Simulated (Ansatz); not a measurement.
# BaO: the cost of one run

Program: Ansatz 0.2.0. Level of theory: DFT r2SCAN, scalar-relativistic, plane waves, PAW. These are calculated values, not measurements.

1 further run of the same task is left out (set aside as unsound or not needed).

## Step 1: The starting structure

The structure is cubic, space group Fm-3m (No. 225). The conventional cell has a = 5.544 Å, b = 5.544 Å, c = 5.544 Å, α = 90.00°, β = 90.00°, γ = 90.00°. Around Ba (site symmetry m-3m) lie 6 O at 2.77 Å. O (site symmetry m-3m) has 6 Ba at 2.77 Å as nearest neighbours.

Coordinates:

```cif
data_structure
_symmetry_space_group_name_H-M 'Fm-3m'
_symmetry_Int_Tables_number 225
_cell_length_a 5.5442
_cell_length_b 5.5442
_cell_length_c 5.5442
_cell_angle_alpha 90.000
_cell_angle_beta 90.000
_cell_angle_gamma 90.000
_cell_volume 170.42
loop_
_atom_site_label
_atom_site_type_symbol
_atom_site_symmetry_multiplicity
_atom_site_Wyckoff_symbol
_atom_site_fract_x
_atom_site_fract_y
_atom_site_fract_z
_atom_site_occupancy
Ba1 Ba 4 a 0.00000 0.00000 0.00000 1
O1 O 4 b 0.50000 0.00000 0.00000 1
```

It is the result of an earlier relaxation at this level (volume 21.30 Å³/atom; gap on the mesh: 2.38 eV).

## Step 2: Electronic structure at the relaxed geometry

The input, input.yaml:

```yaml
crystal:
  lattice:
    - [0.0, 2.7721143037, 2.7721143037]
    - [2.7721143037, 0.0, 2.7721143037]
    - [2.7721143037, 2.7721143037, 0.0]
  atoms:
    - { symbol: Ba, position: [0.0, 0.0, 0.0] }
    - { symbol: O, position: [0.5, 0.5, 0.5] }
basis:
  ecutwfc: 500
kpoints:
  mp_grid: { grid: [8, 8, 8] }
  band_path:
    path:
      - [[0.0, 0.0, 0.0], [0.5, 0.0, 0.5], [0.625, 0.25, 0.625]]
      - [[0.375, 0.375, 0.75], [0.0, 0.0, 0.0], [0.5, 0.5, 0.5], [0.5, 0.25, 0.75], [0.5, 0.0, 0.5]]
    npoints: 14
hamiltonian:
  xc: r2scan
scf:
  occupations: { method: gaussian, width: 0.02 }
  n_extra_bands: 6
output:
  forces: true
  stress: true
  eigenvalues: true
  populations: true
  dos: { projected: true, de: 0.02, nscf_kmesh: { grid: [12, 12, 12] } }
  bader: true
  write_density: true
  write_potential: true
  elf: true
  volumetric_format: npy
```

Started as:

```sh
$ ansatz run input.yaml --threads 1 --pin off --max-ram 2560MiB --backend cpu --events-out ev --progress --plain --runs-dir out
```

Q: Estimate wall time and peak memory on 1 thread of AMD EPYC 9R45 (Zen 5), shared host.

About 8.4 s, with a peak of 0.46 GiB.
